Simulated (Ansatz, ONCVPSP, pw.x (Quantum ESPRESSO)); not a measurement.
## What a changed setting does to a pw.x run (diamond Si)

Potential: optimised norm-conserving Vanderbilt (ONCV), ONCVPSP 4.0.1.1 (patched build), PBEsol; core [Ne], reference 3s1.75 3p2.25; waves: 3s: rc 1.80 bohr, ncon 4, nbas 8, qcut 4.6 1/bohr, 1 projector; 3p: rc 3.30 bohr, ncon 4, nbas 9, qcut 3.1 1/bohr, 3 projectors, debl 0.9 Ha; d scattering state at 0.19 Ha: rc 2.15 bohr, ncon 3, nbas 8, qcut 4.5 1/bohr, 2 projectors, debl 3.1 Ha; local part: polynomial inside 1.40 bohr (lpopt 3, dvloc0 4 Ha); core correction: Teter function fitted to the true core (icmod 2), fcfact 0.2.

The reference run (k-mesh 9³, cutoffs 50/200 Ry, Fermi–Dirac 0.01 Ry, mixing_beta 0.4, conv_thr 1e-9, no spin) gives -0.38 GPa at 20.005 Å³/atom, where all-electron LAPW gives 0.14 GPa. This run, with its own iteration cap, changes nspin = 2 with starting_magnetization to 0.5.

```
&control
  calculation='scf', prefix='x', pseudo_dir='./', outdir='./tmp', tstress=.true., disk_io='none'
/
&system
  ibrav=0, nat=2, ntyp=1, ecutwfc=50, ecutrho=200, nbnd=11,
  occupations='smearing', smearing='fd', degauss=0.01, nspin=2, starting_magnetization(1)=0.5
/
&electrons
  conv_thr=1e-09, mixing_beta=0.4, electron_maxstep=50
/
ATOMIC_SPECIES
Si 1.0 Si.UPF
CELL_PARAMETERS angstrom
  0.00000000 2.71464380 2.71464380
  2.71464380 0.00000000 2.71464380
  2.71464380 2.71464380 0.00000000
ATOMIC_POSITIONS crystal
Si 0.0000 0.0000 0.0000
Si 0.2500 0.2500 0.2500
K_POINTS automatic
9 9 9 0 0 0
```

```bash
pw.x < Si.scf.in > Si.scf.out
```

Question: How does the run end?

Answer: It converges in 9 iterations; the free energy moves by +0.0 meV/atom and the pressure by +0.00 GPa. The result is that of the reference run.

```
Message from routine setup:
     using ibrav=0 with symmetry is DISCOURAGED, use correct ibrav instead
     lattice parameter (alat)  =       7.2548  a.u.
     unit-cell volume          =     270.0009 (a.u.)^3
     number of electrons       =         8.00
     number of Kohn-Sham states=           11
     kinetic-energy cutoff     =      50.0000  Ry
     charge density cutoff     =     200.0000  Ry
     scf convergence threshold =      1.0E-09
     Exchange-correlation= PBESOL
     atomic species   magnetization
     number of k points=    35  Fermi-Dirac smearing, width (Ry)=  0.0100
     iteration #  1     ecut=    50.00 Ry     beta= 0.40
     total energy              =     -18.10560479 Ry
     estimated scf accuracy    <       0.08043906 Ry
     total magnetization       =     0.20 Bohr mag/cell
     absolute magnetization    =     0.20 Bohr mag/cell
     iteration #  2     ecut=    50.00 Ry     beta= 0.40
     total energy              =     -18.15882884 Ry
     estimated scf accuracy    <       0.02674631 Ry
     total magnetization       =     0.08 Bohr mag/cell
     absolute magnetization    =     0.08 Bohr mag/cell
     iteration #  3     ecut=    50.00 Ry     beta= 0.40
     total energy              =     -18.16244040 Ry
     estimated scf accuracy    <       0.00054055 Ry
     total magnetization       =     0.00 Bohr mag/cell
     absolute magnetization    =     0.01 Bohr mag/cell
     [... 3 iterations left out ...]
     iteration #  7     ecut=    50.00 Ry     beta= 0.40
     total energy              =     -18.16287758 Ry
     estimated scf accuracy    <          4.1E-09 Ry
     total magnetization       =    -0.00 Bohr mag/cell
     absolute magnetization    =     0.00 Bohr mag/cell
     iteration #  8     ecut=    50.00 Ry     beta= 0.40
     total energy              =     -18.16287758 Ry
     estimated scf accuracy    <          2.6E-09 Ry
     total magnetization       =     0.00 Bohr mag/cell
     absolute magnetization    =     0.00 Bohr mag/cell
     iteration #  9     ecut=    50.00 Ry     beta= 0.40
     the Fermi energy is     6.3877 ev
!    total energy              =     -18.16287758 Ry
     estimated scf accuracy    <          1.9E-10 Ry
     smearing contrib. (-TS)   =      -0.00035731 Ry
     The total energy is F=E-TS. E is the sum of the following terms:
     one-electron contribution =       5.00062155 Ry
     hartree contribution      =       1.07378188 Ry
     xc contribution           =      -7.43577567 Ry
     ewald contribution        =     -16.80114803 Ry
     total magnetization       =     0.00 Bohr mag/cell
     absolute magnetization    =     0.00 Bohr mag/cell
     convergence has been achieved in   9 iterations
          total   stress  (Ry/bohr**3)                   (kbar)     P=       -3.82
     Message from routine punch:
     Nothing written, as per user request (disk_io='none')
```

The run took about 13 s on one core of a shared host (Intel(R) Xeon(R) 6975P-C, 192 threads, 1512 GiB, load 52).
